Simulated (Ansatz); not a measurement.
# AgCl (Chlorargyrite) (Fm-3m) in Ansatz: notebook

Aim: see how the results for AgCl (Chlorargyrite) move with the level of theory and the settings. Levels: r2SCAN, PBE. Tasks: single point, equation of state, phonons.

Program: Ansatz 0.2.0. These are calculated values, not measurements. Logs are shortened: lines on timing, memory, paths and dates and some standing lists are left out, and cuts for length are marked.

**Experimental background.**

From a printed reference work, data compilation, for a bulk crystal of AgCl: band gap 3.249 eV (indirect).

A printed reference work, monograph reports, for a bulk crystal of AgCl: high-frequency dielectric constant 3.92.

The runs below are set against these values where they give the same quantity.

## 1. The structure

The structure is cubic, space group Fm-3m (No. 225). Conventional cell: a = 5.470 Å, b = 5.470 Å, c = 5.470 Å, α = 90.00°, β = 90.00°, γ = 90.00°. Ag (site symmetry m-3m) has 6 Cl at 2.73 Å as nearest neighbours. Around Cl (site symmetry m-3m) lie 6 Ag at 2.73 Å.

## 2. Single point, r2SCAN, 19.23 Å³/atom (volume scaled by 0.94)

File input.yaml:

```yaml
crystal:
  lattice:
    - [0.0, 2.6791680073, 2.6791680073]
    - [2.6791680073, 0.0, 2.6791680073]
    - [2.6791680073, 2.6791680073, 0.0]
  atoms:
    - { symbol: Ag, position: [0.0, 0.0, 0.0] }
    - { symbol: Cl, position: [0.5, 0.5, 0.5] }
hamiltonian:
  xc: r2scan
  pseudopotentials: { kind: paw }
kpoints:
  mp_grid: { grid: [8, 8, 8] }
scf:
  occupations: { method: fermi_dirac, width: 0.05 }
output:
  forces: true
  stress: true
  eigenvalues: true
```

Potentials or basis: Ansatz PAW.

The run is started by

```console
> ansatz run input.yaml --threads 2 --pin off --max-ram 5632MiB --backend cpu --events-out ev --progress --plain --runs-dir out
```

Output:

```text
Warning: RAYON_NUM_THREADS=2 ignored (pool sized by the plan → 2); use --threads N
Engine: ansatz 0.2.0, x86_64-unknown-linux-gnu
Pseudopotentials: kind: paw
Pseudopotential: Ag, paw, valence charge 19, recommended cutoff 500 eV (meta_gga), Ag.paw.azcp
Pseudopotential: Cl, paw, valence charge 7, recommended cutoff 500 eV (meta_gga), Cl.paw.azcp
Functional definition: r2SCAN
  parameter k0 = 0.174
  parameter k1 = 0.065
  parameter a1 = 4.9479
  exchange = r2scan_x(k0 = k0, k1 = k1, a1 = a1)
  correlation = r2scan_c
Crystal: 2 atoms, lattice volume = 38.462 Å³
Basis set: ecut = 500 eV, 941 PW (Γ), exchange–correlation on 120×120×120 points (64 copies of the dense FFT grid, shifted against one another)
Bands: 17, of which v1, the nominal top of the filled ones, is band 13 counted from 1 (12 counted from 0)
Symmetry: 48 space group operations
Space group: Fm-3m (ITA 225), of the structure as read, at distance tolerance 3.4e-5 Å
k-points: 29 of 512
Non-local potential: Ag, projectors of the file, l = 0: 3, l = 1: 2, l = 2: 2, l = 3: 1
Non-local potential: Cl, projectors of the file, l = 0: 2, l = 1: 2, l = 2: 2
PAW form: soft (Blöchl's): semilocal exchange-correlation on the pseudo side does not see the compensation charge
PAW frozen core: Ag, regenerated for the run's functional (the file was generated under x = pbe(κ = 0.804, μ = 0.2195149727645171), c = pbe(β = 0.06672455060314922))
PAW frozen core: Cl, regenerated for the run's functional (the file was generated under x = pbe(κ = 0.804, μ = 0.2195149727645171), c = pbe(β = 0.06672455060314922))
PAW one-centre angular grid: Ag, 590 points (default); XC on 160 Gauss nodes
PAW one-centre angular grid: Cl, 302 points (default); XC on 160 Gauss nodes
Initial density: superposition of atomic densities (neutral atoms: chi_scale 0, normalization atom), corrected by the library's trained network
Initial wavefunctions: pseudopotential atomic-orbital guess
Functional: x = r2scan, c = r2scan; τ floored in thin density (d = 2e-4 eV/Å³)
SCF iter   1: F=—  HF=-8688.664119 eV  |F-HF|=—  |Δ(HF+E_count)|=         —  Δρ=8.03e-3  dr2=1.83e-2  dr2_τ=5.37e-3  ethr=1.77e-3  ⟨swp⟩=5.4  Hψ=2466  notcnv=0
preconditioner: auto → none  [insulator: Δε(μ)=1.536 eV  Ē_g=12.204 eV  σ=0.050 eV  W_gap=1.00  n_scr=14 (ndim 8)  ℏωp=25.4 eV  f_vac=0.018  D(μ)=0.00/eV (n_scr^D=0)  ε∞_Penn≈5.3]
SCF iter   2: F=—  HF=-8688.668050 eV  |F-HF|=—  |Δ(HF+E_count)|=   3.93e-3  Δρ=4.48e-3  dr2=3.59e-3  dr2_τ=7.93e-4  ethr=7.02e-5  ⟨swp⟩=2.1  Hψ=996  notcnv=0
SCF iter   3: F=—  HF=-8688.667637 eV  |F-HF|=—  |Δ(HF+E_count)|=   4.13e-4  Δρ=2.11e-3  dr2=7.00e-4  dr2_τ=7.59e-5  ethr=1.38e-5  ⟨swp⟩=2.7  Hψ=804  notcnv=0
SCF iter   4: F=—  HF=-8688.667735 eV  |F-HF|=—  |Δ(HF+E_count)|=   9.88e-5  Δρ=6.95e-4  dr2=8.27e-5  dr2_τ=1.07e-5  ethr=2.69e-6  ⟨swp⟩=1.0  Hψ=493  notcnv=0
SCF iter   5: F=—  HF=-8688.667754 eV  |F-HF|=—  |Δ(HF+E_count)|=   1.85e-5  Δρ=1.19e-4  dr2=2.77e-6  dr2_τ=2.86e-7  ethr=3.18e-7  ⟨swp⟩=1.2  Hψ=555  notcnv=0
SCF iter   6: F=-8688.667754 eV  HF=-8688.667754 eV  |F-HF|=4.19e-9  |Δ(HF+E_count)|=   4.81e-7  Δρ=1.18e-5  dr2=3.06e-8  dr2_τ=5.18e-9  ethr=3.85e-10  ⟨swp⟩=3.6  Hψ=2288  notcnv=0
SCF 1 converged in 6 iterations: F = -8688.667754 eV  dr2 = 3.06e-8
SCF converged after 6 iterations
Free energy (F): -8688.667754 eV
Harris-Foulkes:  -8688.667754 eV  (|F-HF|=4.19e-9)
Internal energy: -8688.667754 eV  (E = F + TS)
E sigma→0 (E₀):  -8688.667754 eV
Fermi energy:    10.483533 eV
--- Per-component energies (eV) ---
  E_band       = -345.511642
  E_kinetic    = 691.934793
  E_local      = -3055.924055  (includes V_loc(G=0)·N_el)
  E_nonlocal   = 114.167564
  E_hartree    = 1351.503679
  E_xc         = -281.609460
  E_vxc        = -395.659044  (∫ρ·V_xc dr)
  E_paw        = -4592.789488  (= ΣΔE_a)
  E_vpaw       = -428.452905  (= ΣTr[D̂ρ^β])
  E_aug_tail   = 0.000096  (compensation charges beyond the density's cutoff)
  E_vtau       = 25.420866  (kinetic-family band-sum trace: ∫τ·v_τ [+ j·A + Jᵃ·Aᵃ] dr)
  E_ewald      = -2915.305167
  E_core_change = -0.645718  (= ΣΔE_core)
  E_smearing   = -0.000000  (= −TS)
  E_closure    = 0.000000  (closes the sum)
  Σ components = -8688.667754   (vs F -8688.667754, Δ=0.00e0)
--- Forces (eV/Å), atoms counted from 1 ---
  atom   1  Ag    -0.00000000     0.00000000     0.00000000
  atom   2  Cl     0.00000000    -0.00000000    -0.00000000
  max |Σ_I F_I| component: 2.50e-30 eV/Å
--- Stress (GPa, compression-positive) ---
        6.765545       0.000000       0.000000
        0.000000       6.765545      -0.000000
       -0.000000       0.000000       6.765545
  P = ⅓ Tr σ = 6.7655 GPa (67.655 kbar)
--- Band table (eV; the first three rows and the last of 29) ---
  k-point 0: bands = ["-82.7876", "-45.4755", "-45.4755", "-45.4755", "-6.8715", "6.7290", "6.7290", "6.7290", "6.7894", "6.7894", "6.7901", "6.7901", "6.7901", "11.1590", "20.7856", "20.7856", "20.7857"]
  k-point 1: bands = ["-82.7876", "-45.4763", "-45.4756", "-45.4756", "-6.7924", "5.8647", "5.9169", "5.9169", "6.7982", "6.7982", "7.0831", "7.7496", "7.7496", "11.9056", "19.4620", "20.5728", "20.5728"]
  k-point 2: bands = ["-82.7875", "-45.4781", "-45.4759", "-45.4759", "-6.5918", "4.6817", "5.2342", "5.2342", "6.9564", "6.9564", "7.2823", "8.6737", "8.6737", "13.2839", "17.9334", "19.3508", "19.3508"]
  k-point 28: bands = ["-82.7873", "-45.4788", "-45.4788", "-45.4776", "-6.2286", "4.6198", "4.8222", "4.8222", "7.2787", "7.2787", "7.3382", "7.4121", "8.2553", "14.5520", "18.0279", "18.0279", "18.4396"]
```

Run time: 2.7 s. Hardware: 2 threads of Intel Xeon Platinum 8259CL at 2.50GHz (Skylake/Cascade Lake), shared host; peak memory 0.47 GiB.

Results:

| Item | Value |
| --- | --- |
| Free energy | -8688.6678 eV |
| Pressure | 6.8 GPa |
| Band gap on the k mesh | 1.50 eV, indirect (least direct gap 4.16 eV) |

Caveat: the PAW data sets come from PBE, with cores solved anew for the run's functional, which leaves a small shift of forces and pressure.

## 3. Single point, r2SCAN, 19.64 Å³/atom (volume scaled by 0.96)

Changes to input.yaml since step 2:

```diff
@@ -2,5 +2,5 @@
   lattice:
-    - [0.0, 2.6791680073, 2.6791680073]
-    - [2.6791680073, 0.0, 2.6791680073]
-    - [2.6791680073, 2.6791680073, 0.0]
+    - [0.0, 2.6980360093, 2.6980360093]
+    - [2.6980360093, 0.0, 2.6980360093]
+    - [2.6980360093, 2.6980360093, 0.0]
   atoms:
```

Potentials or basis: Ansatz PAW.

The run is started by

```console
> ansatz run input.yaml --threads 2 --pin off --max-ram 5632MiB --backend cpu --events-out ev --progress --plain --runs-dir out
```

It took 2.6 s on 2 threads of Intel Xeon Platinum 8259CL at 2.50GHz (Skylake/Cascade Lake), shared host; peak memory 0.48 GiB.

Results (log left out):

- Free energy: -8688.6979 eV
- Pressure: 5.1 GPa
- Band gap on the k mesh: 1.49 eV, indirect (least direct gap 4.06 eV)

Caveat: the PAW data sets come from PBE, with cores solved anew for the run's functional, which leaves a small shift of forces and pressure.

## 4. Single point, r2SCAN, 20.05 Å³/atom (volume scaled by 0.98)

Changes to input.yaml since step 3:

```diff
@@ -2,5 +2,5 @@
   lattice:
-    - [0.0, 2.6980360093, 2.6980360093]
-    - [2.6980360093, 0.0, 2.6980360093]
-    - [2.6980360093, 2.6980360093, 0.0]
+    - [0.0, 2.7166437422, 2.7166437422]
+    - [2.7166437422, 0.0, 2.7166437422]
+    - [2.7166437422, 2.7166437422, 0.0]
   atoms:
```

The run is started by

```console
> ansatz run input.yaml --threads 2 --pin off --max-ram 5632MiB --backend cpu --events-out ev --progress --plain --runs-dir out
```

Wall time 2.5 s (2 threads of Intel Xeon Platinum 8259CL at 2.50GHz (Skylake/Cascade Lake), shared host); peak memory 0.49 GiB.

The run converged. Its results:

```yaml
Free_energy: -8688.7201 eV
Pressure: 3.6 GPa
Band_gap_on_the_k_mesh: 1.48 eV, indirect (least direct gap 3.98 eV)
```

Caveat: the PAW data sets come from PBE, with cores solved anew for the run's functional, which leaves a small shift of forces and pressure.

## 5. Single point, r2SCAN, 20.46 Å³/atom

Changes to input.yaml since step 4:

```diff
@@ -2,5 +2,5 @@
   lattice:
-    - [0.0, 2.7166437422, 2.7166437422]
-    - [2.7166437422, 0.0, 2.7166437422]
-    - [2.7166437422, 2.7166437422, 0.0]
+    - [0.0, 2.735, 2.735]
+    - [2.735, 0.0, 2.735]
+    - [2.735, 2.735, 0.0]
   atoms:
```

The run is started by

```console
> ansatz run input.yaml --threads 2 --pin off --max-ram 5632MiB --backend cpu --events-out ev --progress --plain --runs-dir out
```

It took 3 s on 2 threads of Intel Xeon Platinum 8259CL at 2.50GHz (Skylake/Cascade Lake), shared host; peak memory 0.49 GiB.

The run converged. Its results:

```
Free energy            : -8688.7351 eV
Pressure               : 2.3 GPa
Band gap on the k mesh : 1.48 eV, indirect (least direct gap 3.90 eV)
```

Caveat: the PAW data sets come from PBE, with cores solved anew for the run's functional, which leaves a small shift of forces and pressure.

## 6. Single point, r2SCAN, 20.87 Å³/atom (volume scaled by 1.02)

Changes to input.yaml since step 5:

```diff
@@ -2,5 +2,5 @@
   lattice:
-    - [0.0, 2.735, 2.735]
-    - [2.735, 0.0, 2.735]
-    - [2.735, 2.735, 0.0]
+    - [0.0, 2.7531131106, 2.7531131106]
+    - [2.7531131106, 0.0, 2.7531131106]
+    - [2.7531131106, 2.7531131106, 0.0]
   atoms:
```

Potentials or basis: Ansatz PAW.

The run is started by

```console
> ansatz run input.yaml --threads 2 --pin off --max-ram 5632MiB --backend cpu --events-out ev --progress --plain --runs-dir out
```

Wall time 2.3 s (2 threads of Intel Xeon Platinum 8259CL at 2.50GHz (Skylake/Cascade Lake), shared host); peak memory 0.48 GiB.

Results (log left out):

- Free energy: -8688.7438 eV
- Pressure: 1.1 GPa
- Band gap on the k mesh: 1.48 eV, indirect (least direct gap 3.82 eV)

Caveat: the PAW data sets come from PBE, with cores solved anew for the run's functional, which leaves a small shift of forces and pressure.

## 7. Single point, r2SCAN, 21.28 Å³/atom (volume scaled by 1.04)

Changes to input.yaml since step 6:

```diff
@@ -2,5 +2,5 @@
   lattice:
-    - [0.0, 2.7531131106, 2.7531131106]
-    - [2.7531131106, 0.0, 2.7531131106]
-    - [2.7531131106, 2.7531131106, 0.0]
+    - [0.0, 2.7709909694, 2.7709909694]
+    - [2.7709909694, 0.0, 2.7709909694]
+    - [2.7709909694, 2.7709909694, 0.0]
   atoms:
```

The run is started by

```console
> ansatz run input.yaml --threads 2 --pin off --max-ram 5632MiB --backend cpu --events-out ev --progress --plain --runs-dir out
```

It took 2.6 s on 2 threads of Intel Xeon Platinum 8259CL at 2.50GHz (Skylake/Cascade Lake), shared host; peak memory 0.49 GiB.

It converged, with:

```
Free energy            : -8688.7468 eV
Pressure               : 0.1 GPa
Band gap on the k mesh : 1.48 eV, indirect (least direct gap 3.75 eV)
```

Caveat: the PAW data sets come from PBE, with cores solved anew for the run's functional, which leaves a small shift of forces and pressure.

## 8. Single point, r2SCAN, 21.69 Å³/atom (volume scaled by 1.06)

Changes to input.yaml since step 7:

```diff
@@ -2,5 +2,5 @@
   lattice:
-    - [0.0, 2.7709909694, 2.7709909694]
-    - [2.7709909694, 0.0, 2.7709909694]
-    - [2.7709909694, 2.7709909694, 0.0]
+    - [0.0, 2.7886410693, 2.7886410693]
+    - [2.7886410693, 0.0, 2.7886410693]
+    - [2.7886410693, 2.7886410693, 0.0]
   atoms:
```

The run is started by

```console
> ansatz run input.yaml --threads 2 --pin off --max-ram 5632MiB --backend cpu --events-out ev --progress --plain --runs-dir out
```

Run time: 2.6 s. Hardware: 2 threads of Intel Xeon Platinum 8259CL at 2.50GHz (Skylake/Cascade Lake), shared host; peak memory 0.49 GiB.

Results (log left out):

* Free energy: -8688.7449 eV
* Pressure: -0.8 GPa
* Band gap on the k mesh: 1.48 eV, indirect (least direct gap 3.69 eV)

Caveat: the PAW data sets come from PBE, with cores solved anew for the run's functional, which leaves a small shift of forces and pressure.

## 9. Equation of state, r2SCAN

Potentials or basis: Ansatz PAW.

No new run: the results of the series are fitted here.

What came out:

```
Equilibrium volume                      : 21.31 Å³/atom
Bulk modulus                            : 50 GPa
Pressure derivative of the bulk modulus : 5.2
```

Energy against volume, from the lowest point:
```csv
volume (Å³/atom),energy (meV/atom)
19.231,39.53
19.640,24.43
20.049,13.36
20.458,5.85
20.868,1.52
21.277,0.00
21.686,0.98
```

Caveat: the PAW data sets were made with another functional, which shifts forces and pressure a little. Zero-point motion and thermal expansion aren't in these numbers.

## 10. Phonons, PBE

File input.yaml:

```yaml
crystal:
  lattice:
    - [0.0, 2.735, 2.735]
    - [2.735, 0.0, 2.735]
    - [2.735, 2.735, 0.0]
  atoms:
    - { symbol: Ag, position: [0.0, 0.0, 0.0] }
    - { symbol: Cl, position: [0.5, 0.5, 0.5] }
hamiltonian:
  xc: pbe
  pseudopotentials: { kind: paw }
kpoints:
  mp_grid: { grid: [8, 8, 8] }
scf:
  occupations: { method: fixed }
phonons:
  method: dfpt
  dielectric: true
  rigid_motions: translations
  qmesh: [2, 2, 2]
  temperatures: { t_max: 1000, t_step: 100 }
  qpath:
    path:
      - [[0.0, 0.0, 0.0], [0.5, 0.0, 0.5], [0.5, 0.25, 0.75], [0.375, 0.375, 0.75], [0.0, 0.0, 0.0], [0.5, 0.5, 0.5], [0.625, 0.25, 0.625], [0.5, 0.25, 0.75], [0.5, 0.5, 0.5], [0.375, 0.375, 0.75]]
      - [[0.625, 0.25, 0.625], [0.5, 0.0, 0.5]]
    npoints: 8
```

Potentials or basis: Ansatz PAW.

The run is started by

```console
> ansatz run input.yaml --threads 2 --pin off --max-ram 5632MiB --backend cpu --events-out ev --progress --plain --runs-dir out
```

Output:

```text
Warning: RAYON_NUM_THREADS=2 ignored (pool sized by the plan → 2); use --threads N
Engine: ansatz 0.2.0, x86_64-unknown-linux-gnu
Pseudopotentials: kind: paw
Pseudopotential: Ag, paw, valence charge 19, recommended cutoff 420 eV (normal), Ag.paw.azcp
Pseudopotential: Cl, paw, valence charge 7, recommended cutoff 420 eV (normal), Cl.paw.azcp
Functional definition: PBE
  parameter kappa = 0.804
  parameter beta = 0.06672455060314922
  exchange = pbe_x(kappa = kappa, mu = beta*pi^2/3)
  correlation = pbe_c(beta = beta)
Crystal: 2 atoms, lattice volume = 40.917 Å³
Basis set: ecut = 420 eV, 821 PW (Γ), exchange–correlation on 54×54×54 points (8 copies of the dense FFT grid, shifted against one another)
Bands: 17, of which v1, the nominal top of the filled ones, is band 13 counted from 1 (12 counted from 0)
Symmetry: 48 space group operations
k-points: 59 of 512 (irreducible under 8 space group operations, time reversal used)
Non-local potential: Ag, projectors of the file, l = 0: 3, l = 1: 2, l = 2: 2, l = 3: 1
Non-local potential: Cl, projectors of the file, l = 0: 2, l = 1: 2, l = 2: 2
PAW form: soft (Blöchl's): semilocal exchange-correlation on the pseudo side does not see the compensation charge
PAW one-centre angular grid: Ag, 590 points (default); XC on 64 Gauss nodes
PAW one-centre angular grid: Cl, 110 points (default); XC on 64 Gauss nodes
Initial density: superposition of atomic densities (neutral atoms: chi_scale 0, normalization atom), corrected by the library's trained network
Initial wavefunctions: pseudopotential atomic-orbital guess
Functional: x = pbe(κ = 0.804, μ = 0.2195149727645171), c = pbe(β = 0.06672455060314922)
[... 77 lines left out ...]
         0.00000    0.00000    1.42338
    site 1:
        -1.42338    0.00000   -0.00000
        -0.00000   -1.42338   -0.00000
        -0.00000   -0.00000   -1.42338
  Z* charge neutrality: 7.563e-4 e pre-enforcement
  solved inside a basis spanned on kpoints, on 8×8×8 k-points, its susceptibility summed on 12×12×12: ε∞ is read to err by 1.3e-2, Z* by 2.0e-2 e (field_mesh: kpoints solves on kpoints); Z* is corrected for what the basis lacks
  optical modes at Γ without the LO–TO term, one row a degenerate level:
      ω (cm⁻¹)  modes    IR ((D/Å)²/amu)
        125.88      3             5.2555
  optical modes at Γ + LO–TO along q̂ = [1.0000, 0.0000, 0.0000]:
      ω (cm⁻¹)  modes    IR ((D/Å)²/amu)
        125.88      2             3.5037
        182.42      1             1.7518
  optical modes at Γ + LO–TO along q̂ = [0.0000, 1.0000, 0.0000]:
      ω (cm⁻¹)  modes    IR ((D/Å)²/amu)
        125.88      2             3.5037
        182.42      1             1.7518
  optical modes at Γ + LO–TO along q̂ = [0.0000, 0.0000, 1.0000]:
      ω (cm⁻¹)  modes    IR ((D/Å)²/amu)
        125.88      2             3.5037
        182.42      1             1.7518
--- Phonons (arbitrary-q DFPT): 3 irreducible q on the 2×2×2 mesh ---
  q = [0.0000, 0.0000, 0.0000] (star 1, of the zone-centre solve; hermiticity 8.49e-6, symmetrization 4.02e-13): -0.00 -0.00 0.00 125.88 125.88 125.88
  q = [0.0000, 0.0000, -0.5000] (star 4, 2 solved perturbations on 150 of 512 k-point pairs; hermiticity 8.26e-14, symmetrization 8.81e-12): 69.50 69.50 69.85 69.85 105.65 202.96
  q = [0.0000, -0.5000, -0.5000] (star 3, 4 solved perturbations in 308 linear systems a pass and spin channel, the states on 95 of 512 k-point pairs; hermiticity 3.63e-6, symmetrization 3.23e-13): 28.18 28.18 48.84 162.69 162.69 198.88
  sum rule: each row above includes the acoustic sum rule's correction from the zone centre's row sums; it moved no ω² by more than (0.90 cm⁻¹)²
  mesh force constants: q→R imaginary residual 5.72e-17; ASR residual 2.343e-4 → 0.000e0 eV/Å²; symmetrization residual 2.665e-15 eV/Å²
  interpolated dispersion: 83 rows × 6 modes
  density of states and harmonic sums: on the 20×20×20 q-mesh, interpolated from the force constants of a 2×2×2 supercell (with the dipole–dipole term)
  largest difference from the sums on the solved wave vectors: F 8.93e-2 eV, S 1.22e-4 and C_V 3.23e-5 eV/K
  zero-point energy: 0.037535 eV/cell   skipped modes (ω ≤ 0): 3   left out of the sums: 6.25e-5 of the cell's modes: C_V's classical limit lies that fraction below 3 k_B per atom; for a crystal, a wire or a layer, F and S can be off by more, and a phonons.interpolated_qmesh denser along its periods is the remedy for the sampling
```

Wall time 70 s (2 threads of Intel Xeon Platinum 8259CL at 2.50GHz (Skylake/Cascade Lake), shared host); peak memory 0.67 GiB.

Results:

```
Free energy                                        : -8670.8617 eV
Band gap on the k mesh                             : 0.91 eV, indirect (least direct gap 3.32 eV)
Electronic dielectric tensor (diagonal)            : 5.24
Born charges (mean of the diagonal)                : Ag +1.42; Cl -1.42 e
Highest phonon frequency, LO-TO splitting left out : 203 cm⁻¹
Static dielectric tensor (diagonal)                : 11.00
```

Phonon frequencies in cm⁻¹ (negative: imaginary):
```tsv
q point	frequencies
(0.000, 0.000, 0.000)	0 0 0 126 126 126
(0.000, 0.000, -0.500)	70 70 70 70 106 203
(0.000, -0.500, -0.500)	28 28 49 163 163 199
```

Electronic dielectric tensor:
```
5.24 0.00 0.00
0.00 5.24 0.00
0.00 0.00 5.24
```

Born effective charge tensors (e):
atom 1, Ag
```
1.42 0.00 0.00
0.00 1.42 0.00
0.00 0.00 1.42
```
atom 2, Cl
```
-1.42  0.00  0.00
 0.00 -1.42  0.00
 0.00  0.00 -1.42
```

Static dielectric tensor, electrons and zone-centre modes:
```
11.00  0.00  0.00
 0.00 11.00  0.00
 0.00  0.00 11.00
```

Caveat: the q mesh is small, so phonon branches between its points and thermal values are rough.

## 11. Comparison with measurements

Step 10. A measured gap of AgCl is 3.249 eV (indirect; a printed reference work, data compilation); the calculated 0.91 eV misses it by -2.34 eV. So large a miss can be the level of theory's own, or it may mean another phase, state or a wrong row. Spin-orbit coupling on Ag is left out. The value is that of PBE on a finite k mesh, which can miss the band edges, without temperature or zero-point motion. Semilocal functionals fall short of measured gaps as a rule. Measured high-frequency dielectric constant of AgCl: 3.92 (a printed reference work, monograph). This calculation gives 5.24 (+33.6 %). So large a miss can be the level of theory's own, or it may mean another phase, state or a wrong row.
